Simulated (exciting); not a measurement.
# Mg (Fm-3m) in exciting: settings compared

One crystal, Mg, is run at these levels: PBEsol, RPBE, LDA; tasks: single point.

All numbers are computed with exciting (release sodium); they aren't measurements. Logs are shortened: lines on timing, memory, paths and dates and some standing lists are left out, and cuts for length are marked.

## (1) The crystal as given

It takes space group Fm-3m (No. 225, cubic). The conventional cell has a = 4.489 Å, b = 4.489 Å, c = 4.489 Å, α = 90.00°, β = 90.00°, γ = 90.00°. Around Mg (site symmetry m-3m) lie 12 Mg at 3.17 Å.

This isn't the form of Mg at room conditions, which is hcp.

## (2) Single point, PBEsol

input.xml reads:

```xml
<input>
  <title>Mg</title>
  <structure speciespath="./" tshift="false">
    <crystal scale="1">
      <basevect>0.000000000000 4.241029193548 4.241029193548</basevect>
      <basevect>4.241029193548 0.000000000000 4.241029193548</basevect>
      <basevect>4.241029193548 4.241029193548 0.000000000000</basevect>
    </crystal>
    <species speciesfile="Mg.xml" rmt="2">
      <atom coord="0.000000000000 0.000000000000 0.000000000000"/>
    </species>
  </structure>
  <groundstate do="fromscratch" ngridk="10 10 10" rgkmax="7.5" gmaxvr="14" lmaxapw="10" lmaxmat="10" lmaxvr="8" xctype="GGA_PBE_SOL" stype="Gaussian" swidth="0.00183747" nempty="8" ValenceRelativity="iora*" epsengy="1e-05" epspot="1e-05" maxscl="60" tforce="true" outputlevel="normal"/>
</input>
```

Potentials or basis: all-electron LAPW+lo, shipped species files, valence relativity iora*.

Command:

```console
> OMP_NUM_THREADS=1 exciting_smp
```

INFO.OUT:

```text
================================================================================
EXCITING SODIUM started
[... 10 lines left out ...]

 Lattice vectors (cartesian) :
      0.0000000000      4.2410291935      4.2410291935
      4.2410291935      0.0000000000      4.2410291935
      4.2410291935      4.2410291935      0.0000000000

 Reciprocal lattice vectors (cartesian) :
     -0.7407618553      0.7407618553      0.7407618553
      0.7407618553     -0.7407618553      0.7407618553
      0.7407618553      0.7407618553     -0.7407618553

 Unit cell volume                           :     152.5610895288
 Brillouin zone volume                      :       1.6259074592

 Species :    1 (Mg)
     parameters loaded from                 :    Mg.xml
     name                                   :    magnesium
     nuclear charge                         :     -12.00000000
     electronic charge                      :      12.00000000
     atomic mass                            :   44305.30463000
     muffin-tin radius                      :       2.00000000
     # of radial points in muffin-tin       :     300

     atomic positions (lattice) :
       1 :   0.00000000  0.00000000  0.00000000

 Total number of atoms per unit cell        :       1

 Spin treatment                             :    spin-unpolarised

 Number of Bravais lattice symmetries       :      48
 Number of crystal symmetries               :      48

 k-point grid                               :      10   10   10
 Total number of k-points                   :      47
 k-point set is reduced with crystal symmetries

 R^MT_min * |G+k|_max (rgkmax)              :       7.50000000
 Species with R^MT_min                      :       1 (Mg)
 Maximum |G+k| for APW functions            :       3.75000000
 Maximum |G| for potential and density      :      14.00000000

 G-vector grid sizes                        :      27    27    27
 Total number of G-vectors                  :    7119

 Maximum angular momentum used for
     APW functions                          :      10
     computing H and O matrix elements      :      10
     potential and density                  :       8
     inner part of muffin-tin               :       2

 Total nuclear charge                       :     -12.00000000
 Total electronic charge                    :      12.00000000
 Total core charge                          :       2.00000000
 Total valence charge                       :      10.00000000

 Number of empty states                     :       8
 Total number of valence states             :      14

 Maximum Hamiltonian size                   :     152
 Maximum number of plane-waves              :     144
 Total number of local-orbitals             :       8

 Exchange-correlation type                  :      22
     PBEsol, Phys. Rev. Lett. 100, 136406 (2008)
     Generalised gradient approximation (GGA)

 Smearing scheme                            :    Gaussian
 Smearing width                             :       0.00183747

[... 17 lines left out ...]
+ SCF iteration number :    1                                                  +
++++++++++++++++++++++++++++++++++++++++++++++++++++++++++++++++++++++++++++++++
 Total energy                               :      -199.69685040
 _______________________________________________________________
 Fermi energy                               :         0.13544219
 Kinetic energy                             :       200.27989600
 Coulomb energy                             :      -383.98096398
 Exchange energy                            :       -15.47377305
 Correlation energy                         :        -0.52200937

 DOS at Fermi energy (states/Ha/cell)       :         9.30483409

 Electron charges :
     core                                   :         2.00000000
     core leakage                           :         0.00000000
     valence                                :        10.00000000
     interstitial                           :         1.70217899
     charge in muffin-tin spheres :
                  atom     1    Mg          :        10.29782101
     total charge in muffin-tins            :        10.29782101
     total charge                           :        12.00000000

++++++++++++++++++++++++++++++++++++++++++++++++++++++++++++++++++++++++++++++++
+ SCF iteration number :    2                                                  +
++++++++++++++++++++++++++++++++++++++++++++++++++++++++++++++++++++++++++++++++
 Total energy                               :      -199.75932740
 _______________________________________________________________
 Fermi energy                               :         0.13506434
 Kinetic energy                             :       200.22503119
 Coulomb energy                             :      -383.98707841
 Exchange energy                            :       -15.47523771
 Correlation energy                         :        -0.52204248

 DOS at Fermi energy (states/Ha/cell)       :         9.16606446

 Electron charges :
     core                                   :         2.00000000
     core leakage                           :         0.00000000
     valence                                :        10.00000000
     interstitial                           :         1.70129954
     charge in muffin-tin spheres :
                  atom     1    Mg          :        10.29870046
     total charge in muffin-tins            :        10.29870046
     total charge                           :        12.00000000
[... 337 lines left out ...]
 RMS change in effective potential (target) :  0.112355E-05  ( 0.100000E-04)
 Absolute change in total energy   (target) :  0.336565E-05  ( 0.100000E-04)
 Charge distance                   (target) :  0.328083E-07  ( 0.100000E-04)
 Abs. change in max-nonIBS-force   (target) :   0.00000      ( 0.500000E-04)

++++++++++++++++++++++++++++++++++++++++++++++++++++++++++++++++++++++++++++++++
+ SCF iteration number :   15                                                  +
++++++++++++++++++++++++++++++++++++++++++++++++++++++++++++++++++++++++++++++++
 Total energy                               :      -199.90224541
 _______________________________________________________________
 Fermi energy                               :         0.13396489
 Kinetic energy                             :       200.08264417
 Coulomb energy                             :      -383.98527729
 Exchange energy                            :       -15.47749538
 Correlation energy                         :        -0.52211691

 DOS at Fermi energy (states/Ha/cell)       :         8.98726582

 Electron charges :
     core                                   :         2.00000000
     core leakage                           :         0.00000000
     valence                                :        10.00000000
     interstitial                           :         1.69925972
     charge in muffin-tin spheres :
                  atom     1    Mg          :        10.30074028
     total charge in muffin-tins            :        10.30074028
     total charge                           :        12.00000000

 RMS change in effective potential (target) :  0.515880E-07  ( 0.100000E-04)
 Absolute change in total energy   (target) :  0.798927E-06  ( 0.100000E-04)
 Charge distance                   (target) :  0.795596E-08  ( 0.100000E-04)
 Abs. change in max-nonIBS-force   (target) :   0.00000      ( 0.500000E-04)

++++++++++++++++++++++++++++++++++++++++++++++++++++++++++++++++++++++++++++++++
| Convergency criteria checked for the last 2 iterations                       +
| Convergence targets achieved. Performing final SCF iteration                 +
++++++++++++++++++++++++++++++++++++++++++++++++++++++++++++++++++++++++++++++++
 Total energy                               :      -199.90224533
 _______________________________________________________________
 Fermi energy                               :         0.13396489
 Kinetic energy                             :       200.08264418
 Coulomb energy                             :      -383.98527723
 Exchange energy                            :       -15.47749538
 Correlation energy                         :        -0.52211691

 DOS at Fermi energy (states/Ha/cell)       :         8.98726207

 Electron charges :
     core                                   :         2.00000000
     core leakage                           :         0.00000000
     valence                                :        10.00000000
     interstitial                           :         1.69925972
     charge in muffin-tin spheres :
                  atom     1    Mg          :        10.30074028
     total charge in muffin-tins            :        10.30074028
     total charge                           :        12.00000000

++++++++++++++++++++++++++++++++++++++++++++++++++++++++++++++++++++++++++++++++
+ Self-consistent loop stopped                                                 +
++++++++++++++++++++++++++++++++++++++++++++++++++++++++++++++++++++++++++++++++
 STATE.OUT is written

--------------------------------------------------------------------------------
- Writing atomic positions and forces                                          -
--------------------------------------------------------------------------------

 Atomic positions (lattice) :
 atom     1  Mg  :     0.00000000    0.00000000    0.00000000

 Total atomic forces including IBS (cartesian) :
 atom     1  Mg  :     0.00000000    0.00000000    0.00000000

 Atomic force components including IBS (cartesian) :
 atom     1  Mg  :     0.00000000    0.00000000    0.00000000   HF force
                 :     0.00000000    0.00000000    0.00000000   core correction
                 :     0.00000000    0.00000000    0.00000000   IBS correction

********************************************************************************
[... 7 lines left out ...]
| EXCITING SODIUM stopped                                                      =
================================================================================
```

It took 12 s on 1 thread of Intel Xeon 6975P-C (Granite Rapids), shared host; peak memory 0.1 GiB.

Results:

| Item | Value |
| --- | --- |
| Free energy | -5439.6176 eV |
| Band gap on the k mesh | none (metal or under the smearing width) |
| All electrons inside the program's atomic spheres | Mg 10.30 (radii Mg 2.0 bohr) |

(Part 1 of 2 ends here.)
